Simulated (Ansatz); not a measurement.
# BN: the cost of one run

Computed with Ansatz 0.2.0 (DFT PBEsol, scalar-relativistic, plane waves, PAW, unless a step's input says otherwise).

1 further run of the same task is left out (set aside as unsound or not needed).

**1. The structure to begin with**

Symmetry: F-43m, No. 216, cubic system. The conventional cell has a = 3.606 Å, b = 3.606 Å, c = 3.606 Å, α = 90.00°, β = 90.00°, γ = 90.00°. B (site symmetry -43m) is surrounded by 4 N at 1.56 Å. N (site symmetry -43m) is surrounded by 4 B at 1.56 Å.

As a file:

```
B N
1.0
     0.00000    1.80285    1.80285
     1.80285    0.00000    1.80285
     1.80285    1.80285    0.00000
B N
1 1
Cartesian
  0.0000 0.0000 0.0000
  2.7043 2.7043 2.7043
```

It goes back to an entry of the Materials Project.

It is the result of an earlier relaxation at this level (volume 5.86 Å³/atom; gap on the mesh: 4.30 eV).

**2. The [111] wire, 12 host atoms a period**

The wire is cut from the relaxed crystal, periodic along c with vacuum across. Atoms and period relax; energies count from the bulk, -266.9183 eV an atom.

The cell holds 6 B, 6 N: a = 11.200 Å, b = 11.800 Å, c = 6.245 Å, α = 90.00°, β = 90.00°, γ = 90.00°.

**3. The relaxation run**

Pressure and volume refer to the whole cell with its vacuum; only the period along c may change.

Contents of input.yaml:

```yaml
crystal:
  lattice:
    - [11.2, 0.0, 0.0]
    - [0.0, 11.8, 0.0]
    - [0.0, 0.0, 6.245271213]
  atoms:
    - { symbol: B, position: [0.598573072, 0.5, 0.0], spin: 0.3 }
    - { symbol: "N", position: [0.598573072, 0.5, 0.25], spin: 0.3 }
    - { symbol: B, position: [0.4671423093, 0.5, 0.3333333333], spin: 0.3 }
    - { symbol: "N", position: [0.4671423093, 0.5, 0.5833333333], spin: 0.3 }
    - { symbol: B, position: [0.401426928, 0.3919651993, 1.0], spin: 0.3 }
    - { symbol: B, position: [0.5328576907, 0.6080348007, 0.6666666667], spin: 0.3 }
    - { symbol: "N", position: [0.401426928, 0.3919651993, 0.25], spin: 0.3 }
    - { symbol: "N", position: [0.5328576907, 0.6080348007, 0.9166666667], spin: 0.3 }
    - { symbol: B, position: [0.401426928, 0.6080348007, 1.0], spin: 0.3 }
    - { symbol: B, position: [0.5328576907, 0.3919651993, 0.6666666667], spin: 0.3 }
    - { symbol: "N", position: [0.401426928, 0.6080348007, 0.25], spin: 0.3 }
    - { symbol: "N", position: [0.5328576907, 0.3919651993, 0.9166666667], spin: 0.3 }
basis:
  ecutwfc: 420
kpoints:
  mp_grid: { grid: [1, 1, 6] }
hamiltonian:
  xc: pbesol
scf:
  occupations: { method: gaussian, width: 0.05 }
output:
  forces: true
  stress: true
  eigenvalues: true
  populations: true
  write_density: true
  write_potential: true
  elf: true
  volumetric_format: npy
magnetization:
  spin_polarized: true
relax:
  adjacent_minimum: "off"
  f_tol: 0.02
  max_steps: 45
  cell: { fix: [a, b, alpha, beta, gamma], stress_tol: 0.03 }
```

Started as:

```console
$ ansatz run input.yaml --threads 4 --pin off --max-ram 11264MiB --backend cpu --events-out ev --progress --plain --runs-dir out
```

**Question.** How long does this run take on 4 threads of Arm Neoverse V2, shared host, and how much memory does it need?

About 2.5 min, with a peak of 1.2 GiB.
